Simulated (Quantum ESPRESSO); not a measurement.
# Ca (Fm-3m) in Quantum ESPRESSO: reference runs

How does Ca come out in PBEsol? The cell is run as given and disturbed.

Everything below comes from runs of Quantum ESPRESSO 7.5. Logs are shortened: lines on timing, memory, paths and dates and some standing lists are left out, and cuts for length are marked.

### 1 The crystal as given

Symmetry: Fm-3m, No. 225, cubic system. Conventional cell: a = 5.588 Å, b = 5.588 Å, c = 5.588 Å, α = 90.00°, β = 90.00°, γ = 90.00°. Around Ca (site symmetry m-3m) lie 12 Ca at 3.95 Å.

### 2 Single point, PBEsol

pw.in reads:

```
&CONTROL
  calculation = 'scf'
  prefix = 'pwscf'
  outdir = './tmp'
  pseudo_dir = './pseudo'
  tprnfor = .true.
  tstress = .true.
  disk_io = 'low'
/
&SYSTEM
  ibrav = 0
  nat = 1
  ntyp = 1
  ecutwfc = 45
  ecutrho = 360
  nbnd = 10
  occupations = 'smearing'
  smearing = 'fd'
  degauss = 0.00367493
/
&ELECTRONS
  conv_thr = 2d-10
  electron_maxstep = 120
  mixing_beta = 0.5
/
ATOMIC_SPECIES
Ca    40.0780 ca_pbesol_v1.uspp.F.UPF
CELL_PARAMETERS angstrom
   0.0000000000    2.7942000000    2.7942000000
   2.7942000000    0.0000000000    2.7942000000
   2.7942000000    2.7942000000    0.0000000000
ATOMIC_POSITIONS crystal
Ca     0.0000000000    0.0000000000    0.0000000000
K_POINTS automatic
8 8 8 0 0 0
```

pp_density.in reads:

```
&INPUTPP
  prefix = 'pwscf'
  outdir = './tmp'
  filplot = 'density.dat'
  plot_num = 0
/
&PLOT
  nfile = 1
  filepp(1) = 'density.dat'
  iflag = 3
  output_format = 6
  fileout = 'density.cube'
/
```

pp_potential.in reads:

```
&INPUTPP
  prefix = 'pwscf'
  outdir = './tmp'
  filplot = 'potential.dat'
  plot_num = 11
/
&PLOT
  nfile = 1
  filepp(1) = 'potential.dat'
  iflag = 3
  output_format = 6
  fileout = 'potential.cube'
/
```

Potentials or basis: GBRV 1.5 PBEsol.

Started as:

```
$ OMP_NUM_THREADS=1 mpirun -n 2 pw.x -nk 2 -in pw.in > pw.out
$ OMP_NUM_THREADS=1 mpirun -n 1 pp.x -in pp_density.in > pp_density.out
$ OMP_NUM_THREADS=1 mpirun -n 1 pp.x -in pp_potential.in > pp_potential.out
```

pw.out:

```text
This program is part of the open-source Quantum ESPRESSO suite
     for quantum simulation of materials; please cite
         "P. Giannozzi et al., J. Phys.:Condens. Matter 21 395502 (2009);
         "P. Giannozzi et al., J. Phys.:Condens. Matter 29 465901 (2017);
         "P. Giannozzi et al., J. Chem. Phys. 152 154105 (2020);
     in publications or presentations arising from this work. More details at

     Message from routine setup:
     using ibrav=0 with symmetry is DISCOURAGED, use correct ibrav instead

     K-points division:     npool     =       2
     Subspace diagonalization in iterative solution of the eigenvalue problem:
     a serial algorithm will be used

     G-vector sticks info
     --------------------
     sticks:   dense  smooth     PW     G-vecs:    dense   smooth      PW
     Sum        1393     685    211                34015    12039    2085

     Using Slab Decomposition

     bravais-lattice index     =            0
     lattice parameter (alat)  =       7.4674  a.u.
     unit-cell volume          =     294.4415 (a.u.)^3
     number of atoms/cell      =            1
     number of atomic types    =            1
     number of electrons       =        10.00
     number of Kohn-Sham states=           10
     kinetic-energy cutoff     =      45.0000  Ry
     charge density cutoff     =     360.0000  Ry
     scf convergence threshold =      2.0E-10
     mixing beta               =       0.5000
     number of iterations used =            8  plain     mixing
     Exchange-correlation= SLA  PW   PSX  PSC
                           (   1   4  10   8   0   0   0)

     celldm(1)=   7.467433  celldm(2)=   0.000000  celldm(3)=   0.000000
     celldm(4)=   0.000000  celldm(5)=   0.000000  celldm(6)=   0.000000

     crystal axes: (cart. coord. in units of alat)
               a(1) = (   0.000000   0.707107   0.707107 )
               a(2) = (   0.707107   0.000000   0.707107 )
               a(3) = (   0.707107   0.707107   0.000000 )

     reciprocal axes: (cart. coord. in units 2 pi/alat)
               b(1) = ( -0.707107  0.707107  0.707107 )
               b(2) = (  0.707107 -0.707107  0.707107 )
               b(3) = (  0.707107  0.707107 -0.707107 )

     PseudoPot. # 1 for Ca read from file:
     ca_pbesol_v1.uspp.F.UPF
     Pseudo is Ultrasoft + core correction, Zval = 10.0
     Generated by new atomic code, or converted to UPF format
     Using radial grid of  845 points,  6 beta functions with:
                l(1) =   0
                l(2) =   0
                l(3) =   1
                l(4) =   1
                l(5) =   2
                l(6) =   2
     Q(r) pseudized with  8 coefficients,  rinner =    1.500   1.500   1.500
                                                       1.500   1.500

     atomic species   valence    mass     pseudopotential
     Ca               10.00    40.07800     Ca( 1.00)

     48 Sym. Ops., with inversion, found

   Cartesian axes

     site n.     atom                  positions (alat units)
         1        Ca     tau(   1) = (   0.0000000   0.0000000   0.0000000  )

     number of k points=    29  Fermi-Dirac smearing, width (Ry)=  0.0037
                       cart. coord. in units 2pi/alat
        k(    1) = (   0.0000000   0.0000000   0.0000000), wk =   0.0039062
        k(    2) = (   0.0883883   0.0883883  -0.0883883), wk =   0.0312500
        k(    3) = (   0.1767767   0.1767767  -0.1767767), wk =   0.0312500
        k(    4) = (   0.2651650   0.2651650  -0.2651650), wk =   0.0312500
        k(    5) = (  -0.3535534  -0.3535534   0.3535534), wk =   0.0156250
        k(    6) = (   0.1767767   0.0000000   0.0000000), wk =   0.0234375
        k(    7) = (   0.2651650   0.0883883  -0.0883883), wk =   0.0937500
        k(    8) = (   0.3535534   0.1767767  -0.1767767), wk =   0.0937500
        k(    9) = (  -0.2651650  -0.4419417   0.4419417), wk =   0.0937500
        k(   10) = (  -0.1767767  -0.3535534   0.3535534), wk =   0.0937500
        k(   11) = (  -0.0883883  -0.2651650   0.2651650), wk =   0.0937500
        k(   12) = (   0.0000000  -0.1767767   0.1767767), wk =   0.0468750
        k(   13) = (   0.3535534   0.0000000   0.0000000), wk =   0.0234375
        k(   14) = (   0.4419417   0.0883883  -0.0883883), wk =   0.0937500
        k(   15) = (  -0.1767767  -0.5303301   0.5303301), wk =   0.0937500
        k(   16) = (  -0.0883883  -0.4419417   0.4419417), wk =   0.0937500
        k(   17) = (   0.0000000  -0.3535534   0.3535534), wk =   0.0468750
        k(   18) = (   0.5303301  -0.0000000   0.0000000), wk =   0.0234375
        k(   19) = (  -0.0883883  -0.6187184   0.6187184), wk =   0.0937500
        k(   20) = (   0.0000000  -0.5303301   0.5303301), wk =   0.0468750
        k(   21) = (  -0.7071068   0.0000000   0.0000000), wk =   0.0117188
        k(   22) = (   0.3535534   0.1767767   0.0000000), wk =   0.0937500
        k(   23) = (  -0.2651650  -0.4419417   0.6187184), wk =   0.1875000
        k(   24) = (  -0.1767767  -0.3535534   0.5303301), wk =   0.0937500
        k(   25) = (  -0.1767767  -0.5303301   0.7071068), wk =   0.0937500
        k(   26) = (  -0.0883883  -0.4419417   0.6187184), wk =   0.1875000
        k(   27) = (   0.0000000  -0.3535534   0.5303301), wk =   0.0937500
        k(   28) = (  -0.7071068   0.1767767  -0.0000000), wk =   0.0468750
        k(   29) = (  -0.7071068   0.3535534   0.0000000), wk =   0.0234375

     Dense  grid:    34015 G-vectors     FFT dimensions: (  45,  45,  45)

     Smooth grid:    12039 G-vectors     FFT dimensions: (  32,  32,  32)

     Initial potential from superposition of free atoms

     starting charge       9.9948, renormalised to      10.0000
     Starting wfcs are   10 randomized atomic wfcs

     Self-consistent Calculation

     iteration #  1     ecut=    45.00 Ry     beta= 0.50
     Davidson diagonalization with overlap
     ethr =  1.00E-02,  avg # of iterations =  2.6

     Threshold (ethr) on eigenvalues was too large:
     Diagonalizing with lowered threshold

     Davidson diagonalization with overlap
     ethr =  1.72E-05,  avg # of iterations =  5.2

     total energy              =     -74.84356053 Ry
     estimated scf accuracy    <       0.00128897 Ry

     iteration #  2     ecut=    45.00 Ry     beta= 0.50
     Davidson diagonalization with overlap
     ethr =  1.29E-05,  avg # of iterations =  1.2

     total energy              =     -74.84372701 Ry
     estimated scf accuracy    <       0.00026082 Ry

     iteration #  3     ecut=    45.00 Ry     beta= 0.50
     Davidson diagonalization with overlap
     ethr =  2.61E-06,  avg # of iterations =  2.3

     total energy              =     -74.84374289 Ry
     estimated scf accuracy    <       0.00001366 Ry

     iteration #  4     ecut=    45.00 Ry     beta= 0.50
     Davidson diagonalization with overlap
     ethr =  1.37E-07,  avg # of iterations =  2.0

     total energy              =     -74.84374399 Ry
     estimated scf accuracy    <       0.00000007 Ry

     iteration #  5     ecut=    45.00 Ry     beta= 0.50
     Davidson diagonalization with overlap
     ethr =  7.41E-10,  avg # of iterations =  3.2

     total energy              =     -74.84374404 Ry
     estimated scf accuracy    <          4.5E-09 Ry

     iteration #  6     ecut=    45.00 Ry     beta= 0.50
     Davidson diagonalization with overlap
     ethr =  4.51E-11,  avg # of iterations =  2.1

     End of self-consistent calculation

          k = 0.0000 0.0000 0.0000 (  1459 PWs)   bands (ev):

   -37.2249 -18.2190 -18.2190 -18.2190   0.7362   6.9931   6.9931   6.9931
     8.0285   8.0285

          k = 0.0884 0.0884-0.0884 (  1468 PWs)   bands (ev):

   -37.2232 -18.2374 -18.2216 -18.2216   0.9943   6.7272   7.0806   7.0806
     7.9596   7.9596

          k = 0.1768 0.1768-0.1768 (  1489 PWs)   bands (ev):

   -37.2190 -18.2814 -18.2277 -18.2277   1.7298   6.0998   7.1245   7.1245
     8.0391   8.0391

          k = 0.2652 0.2652-0.2652 (  1498 PWs)   bands (ev):

   -37.2149 -18.3249 -18.2338 -18.2338   2.8095   5.2852   6.9696   6.9696
     8.4489   8.4489

          k =-0.3536-0.3536 0.3536 (  1502 PWs)   bands (ev):

   -37.2131 -18.3428 -18.2364 -18.2364   3.7224   4.5254   6.8863   6.8863
     8.6908   8.6908

          k = 0.1768 0.0000 0.0000 (  1483 PWs)   bands (ev):

   -37.2226 -18.2369 -18.2257 -18.2257   1.0796   6.6639   7.1292   7.1292
     7.6962   8.1171

          k = 0.2652 0.0884-0.0884 (  1494 PWs)   bands (ev):

   -37.2193 -18.2694 -18.2330 -18.2311   1.6547   6.2273   7.0923   7.2501
     7.6364   8.2302

          k = 0.3536 0.1768-0.1768 (  1488 PWs)   bands (ev):

   -37.2151 -18.3107 -18.2394 -18.2391   2.6271   5.5754   6.7684   7.1756
     8.1473   8.5411

          k =-0.2652-0.4419 0.4419 (  1495 PWs)   bands (ev):

   -37.2126 -18.3352 -18.2473 -18.2405   3.7531   4.7249   6.6220   7.0542
     8.6971   8.7053

          k =-0.1768-0.3536 0.3536 (  1500 PWs)   bands (ev):

   -37.2132 -18.3293 -18.2497 -18.2364   3.3929   5.0403   6.6265   7.0707
     8.3822   8.8352

          k =-0.0884-0.2652 0.2652 (  1501 PWs)   bands (ev):

   -37.2165 -18.2971 -18.2445 -18.2291   2.2693   5.8477   6.8028   7.2535
     7.8349   8.5135

          k = 0.0000-0.1768 0.1768 (  1478 PWs)   bands (ev):

   -37.2207 -18.2589 -18.2329 -18.2230   1.4118   6.4074   7.0416   7.2663
     7.6785   8.1467

          k = 0.3536 0.0000 0.0000 (  1491 PWs)   bands (ev):

   -37.2171 -18.2789 -18.2418 -18.2418   2.0470   6.0129   6.8881   7.5547
     7.5547   8.3409

          k = 0.4419 0.0884-0.0884 (  1502 PWs)   bands (ev):

   -37.2137 -18.3052 -18.2526 -18.2491   2.8437   5.6600   6.3924   7.6704
     8.0468   8.5844

          k =-0.1768-0.5303 0.5303 (  1498 PWs)   bands (ev):

   -37.2112 -18.3217 -18.2684 -18.2505   3.8980   5.1249   6.0961   7.5366
     8.7408   8.7432

          k =-0.0884-0.4419 0.4419 (  1503 PWs)   bands (ev):

   -37.2110 -18.3183 -18.2805 -18.2453   4.2531   4.9768   5.9442   7.4250
     8.4163   8.9049

          k = 0.0000-0.3536 0.3536 (  1506 PWs)   bands (ev):

   -37.2132 -18.3077 -18.2711 -18.2364   3.1883   5.6601   6.1195   7.4007
     7.9370   8.9382

          k = 0.5303-0.0000 0.0000 (  1512 PWs)   bands (ev):

   -37.2116 -18.3194 -18.2579 -18.2579   3.3942   5.4880   6.0646   8.2684
     8.2684   8.5806

          k =-0.0884-0.6187 0.6187 (  1505 PWs)   bands (ev):

   -37.2098 -18.3275 -18.2700 -18.2605   4.1408   5.3205   5.7200   8.2397
     8.7898   8.8330

          k = 0.0000-0.5303 0.5303 (  1494 PWs)   bands (ev):

   -37.2096 -18.3156 -18.2908 -18.2552   4.7547   5.1108   5.4946   7.8869
     8.6019   8.8572

          k =-0.7071 0.0000 0.0000 (  1524 PWs)   bands (ev):

   -37.2093 -18.3358 -18.2646 -18.2646   4.2838   5.2954   5.6088   8.6852
     8.8656   8.8656

          k = 0.3536 0.1768 0.0000 (  1502 PWs)   bands (ev):

   -37.2159 -18.2923 -18.2504 -18.2355   2.3490   5.8969   6.6429   7.5308
     7.6560   8.5436

          k =-0.2652-0.4419 0.6187 (  1502 PWs)   bands (ev):

   -37.2126 -18.3158 -18.2641 -18.2427   3.3741   5.3996   6.2444   7.3775
     8.1978   8.9075

          k =-0.1768-0.3536 0.5303 (  1514 PWs)   bands (ev):

   -37.2112 -18.3259 -18.2685 -18.2467   4.3717   4.6241   6.1860   7.2841
     8.5305   9.0711

          k =-0.1768-0.5303 0.7071 (  1502 PWs)   bands (ev):

   -37.2112 -18.3171 -18.2679 -18.2553   3.6615   5.4692   5.9365   7.8449
     8.3094   8.9104

          k =-0.0884-0.4419 0.6187 (  1504 PWs)   bands (ev):

   -37.2098 -18.3146 -18.2860 -18.2581   4.5903   5.1283   5.6774   7.5383
     8.6062   9.3475

          k = 0.0000-0.3536 0.5303 (  1507 PWs)   bands (ev):

   -37.2104 -18.3079 -18.2918 -18.2518   4.3174   5.4587   5.5165   7.4636
     8.4140   8.9922

          k =-0.7071 0.1768-0.0000 (  1514 PWs)   bands (ev):

   -37.2093 -18.3254 -18.2751 -18.2651   4.5507   5.3088   5.5231   7.9667
     8.8666   9.1404

          k =-0.7071 0.3536 0.0000 (  1480 PWs)   bands (ev):

   -37.2092 -18.3003 -18.3003 -18.2656   4.9287   5.3817   5.3817   7.1781
     8.8677   9.7479

     the Fermi energy is     4.6655 ev

!    total energy              =     -74.84374404 Ry
     estimated scf accuracy    <          3.9E-11 Ry
     smearing contrib. (-TS)   =      -0.00088263 Ry
     internal energy E=F+TS    =     -74.84286141 Ry

     The total energy is F=E-TS. E is the sum of the following terms:
     one-electron contribution =     -39.97359293 Ry
     hartree contribution      =      20.17159824 Ry
     xc contribution           =     -11.62585482 Ry
     ewald contribution        =     -43.41501190 Ry

     convergence has been achieved in   6 iterations

     Forces acting on atoms (cartesian axes, Ry/au):

     atom    1 type  1   force =     0.00000000    0.00000000    0.00000000

     Total force =     0.000000     Total SCF correction =     0.000000

     Computing stress (Cartesian axis) and pressure

          total   stress  (Ry/bohr**3)                   (kbar)     P=      -11.84
  -0.00008051  -0.00000000  -0.00000000          -11.84       -0.00       -0.00
  -0.00000000  -0.00008051  -0.00000000           -0.00      -11.84       -0.00
  -0.00000000  -0.00000000  -0.00008051           -0.00       -0.00      -11.84

=------------------------------------------------------------------------------=
   JOB DONE.
=------------------------------------------------------------------------------=
```

It took 6.4 s on 2 MPI ranks of Arm Neoverse V1, shared host; peak memory 0.22 GiB.

Results:

```
Free energy            : -1018.3010 eV
Pressure               : -1.2 GPa
Band gap on the k mesh : none (metal or under the smearing width)
```

### 3 Single point, PBEsol (cell strained at random at fixed volume)

Changes to pw.in since step 2:

```diff
@@ -7,3 +7,3 @@
   tstress = .true.
-  disk_io = 'low'
+  disk_io = 'nowf'
 /
@@ -28,7 +28,7 @@
 CELL_PARAMETERS angstrom
-   0.0000000000    2.7942000000    2.7942000000
-   2.7942000000    0.0000000000    2.7942000000
-   2.7942000000    2.7942000000    0.0000000000
+   0.0226090000    2.8095600000    2.7447680000
+   2.7524950000    0.0396230000    2.7277540000
+   2.8498400000    2.8898890000   -0.0577210000
 ATOMIC_POSITIONS crystal
-Ca     0.0000000000    0.0000000000    0.0000000000
+Ca    -0.0007270000    0.0032390000   -0.0010580000
 K_POINTS automatic
```

Potentials or basis: GBRV 1.5 PBEsol.

Started as:

```
$ OMP_NUM_THREADS=1 mpirun -n 2 pw.x -nk 2 -in pw.in > pw.out
```

Run time: 26 s. Hardware: 2 MPI ranks of Arm Neoverse V1, shared host; peak memory 0.26 GiB.

Results (log left out):

* Free energy: -1018.2957 eV
* Pressure: -1.2 GPa
* Band gap on the k mesh: none (metal or under the smearing width)

Stress tensor (GPa, compression positive):
```
-1.14 -0.60  0.40
-0.60 -1.25  0.25
 0.40  0.25 -1.10
```

Levels at points of the mesh, in eV from the Fermi level:
```tsv
k point	band 1	band 2	band 3	band 4	band 5	band 6	band 7	band 8	band 9	band 10
(0.00, 0.00, 0.00)	-41.90	-22.90	-22.90	-22.90	-3.94	2.12	2.35	2.45	3.30	3.42
(0.00, 0.00, -0.50)	-41.89	-23.01	-22.91	-22.91	-1.10	-0.31	2.20	2.33	3.93	4.02
(0.00, -0.50, 0.00)	-41.89	-23.03	-22.92	-22.91	-0.86	-0.04	2.03	2.32	3.96	4.10
(0.00, -0.50, -0.50)	-41.89	-23.02	-22.94	-22.94	-0.38	0.62	0.96	3.97	4.16	4.23
(-0.50, 0.00, 0.00)	-41.89	-23.03	-22.92	-22.91	-0.90	-0.09	1.98	2.40	3.97	4.07
(-0.50, 0.00, -0.50)	-41.89	-23.02	-22.94	-22.94	-0.43	0.64	0.82	3.99	4.18	4.20
(-0.50, -0.50, 0.00)	-41.89	-23.02	-22.95	-22.94	-0.36	0.59	1.04	3.99	4.16	4.22
(-0.50, -0.50, -0.50)	-41.89	-23.02	-22.92	-22.91	-0.95	-0.15	2.10	2.33	3.88	4.10
```
